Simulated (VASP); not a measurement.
A run of VASP 6.6.1 is set up as follows.

The input INCAR:

```
SYSTEM = As2Pt
PREC = Accurate
ENCUT = 600
EDIFF = 1E-7
ISMEAR = 0
SIGMA = 0.03
LREAL = .FALSE.
LASPH = .TRUE.
NELM = 80
ALGO = Normal
ISIF = 2
LWAVE = .FALSE.
LCHARG = .FALSE.
GGA = PE
IVDW = 12
IBRION = 2
NSW = 40
EDIFFG = -0.01
KPAR = 4
```

File KPOINTS:

```
Automatic mesh
0
G
  6 6 6
  0 0 0
```

POSCAR

```
As2Pt                                   
1.0
    6.0317398370      0.0000000000     -0.0000000000
    0.0000000000      6.0317398370      0.0000000000
    0.0000000000     -0.0000000000      6.0317398370
  As              Pt            
     8     4
Direct
     0.3830668803572136    0.3830668803572136    0.3830668803572136
     0.1169331196427864    0.6169331196427864    0.8830668803572136
     0.8830668803572136    0.1169331196427864    0.6169331196427864
     0.6169331196427864    0.8830668803572136    0.1169331196427864
     0.6169331196427864    0.6169331196427864    0.6169331196427864
     0.8830668803572136    0.3830668803572136    0.1169331196427864
     0.1169331196427864    0.8830668803572136    0.3830668803572136
     0.3830668803572136    0.1169331196427864    0.8830668803572136
     0.0000000000000000    0.0000000000000000    0.0000000000000000
     0.5000000000000000    0.0000000000000000    0.5000000000000000
     0.5000000000000000    0.5000000000000000    0.0000000000000000
     0.0000000000000000    0.5000000000000000    0.5000000000000000
```

Potentials or basis: VASP PAW PBE potentials, release 64 (As, Pt).

Launch:

```bash
$ cat potpaw_PBE.64/As/POTCAR potpaw_PBE.64/Pt/POTCAR > POTCAR
$ mpirun -np 4 vasp_std > vasp.out
```

Task: Predict the band gap on the k mesh.

Result: 0.17 eV, indirect (least direct gap 0.85 eV).

Task: Predict the energy gained by relaxing.

Result: 0.0 meV/atom.

Forces on the atoms (eV/Å):
```
As   0.001  0.001  0.001
As  -0.001 -0.001  0.001
As   0.001 -0.001 -0.001
As  -0.001  0.001 -0.001
As  -0.001 -0.001 -0.001
As   0.001  0.001 -0.001
As  -0.001  0.001  0.001
As   0.001 -0.001  0.001
Pt   0.000  0.000  0.000
Pt   0.000  0.000  0.000
Pt   0.000  0.000  0.000
Pt   0.000  0.000  0.000
```

Caveat: spin-orbit coupling is left out, which moves the levels of the heavy elements. A k mesh can miss the band edges.
